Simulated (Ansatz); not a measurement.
Rows from a G0W0 calculation on WSe2 (layers cut from the bulk crystal) (Ansatz 0.2.0; G0W0 on PBEsol, plane waves, PAW; PAW set soft_1; 6×6×1 mesh, 144 empty bands, screening to 38 eV, PAW set soft_1 files), in eV. Spin-orbit coupling is left out.

| row | k | band | start | Σx | Σc at the solution | Vxc |
| --- | --- | --- | --- | --- | --- | --- |
| A | (0.333, 0.333, 0.000) | v1 | -5.105 | -18.477 | 0.829 | -17.905 |
| B | (0.167, 0.167, 0.000) | c1 | -3.457 | -12.945 | -3.097 | -16.898 |
| C | (0.333, 0.333, 0.000) | c1 | -3.292 | -15.588 | -3.324 | -19.966 |
| D | (0.167, 0.167, 0.000) | c2 | -2.515 | -14.602 | -3.724 | -19.327 |
| E | (0.333, 0.333, 0.000) | c2 | -2.355 | -12.502 | -3.673 | -17.095 |
| F | (0.167, 0.167, 0.000) | v1 | -5.906 | -19.462 | 1.514 | -18.180 |

**Question.** Work out each quasiparticle level and how far it moved.

The quasiparticle equation reads E = start + Σx + Σc(E) − Vxc.

```
row  E (eV)  shift (eV)
  A  -4.848      +0.257
  B  -2.601      +0.856
  C  -2.238      +1.054
  D  -1.515      +1.000
  E  -1.435      +0.920
  F  -5.674      +0.232
```

The gap over the computed points goes from 1.65 eV to 2.25 eV.

Limits: not at the basis limit; coarse mesh for a sheet; no spin-orbit coupling.

[Paths, hosts, dates, memory and timing lines, banners, echoed tables and standing remarks are left out of the program output.]

[Logs are printed without paths, hosts, clocks, repeated set-up lines and the standing remarks that a program may print on its own settings, such as how far it seeks lower states.]

[Runs of the session that timed out or met a known fault of the program may be left out.]

[Cells called generated may have been cut or substituted from an entry of the Crystallography Open Database or the Materials Project.]

[Hosts, paths, dates, database ids (printed as entryN), source tags and the programs' standing remarks are cut or masked in the printed files.]
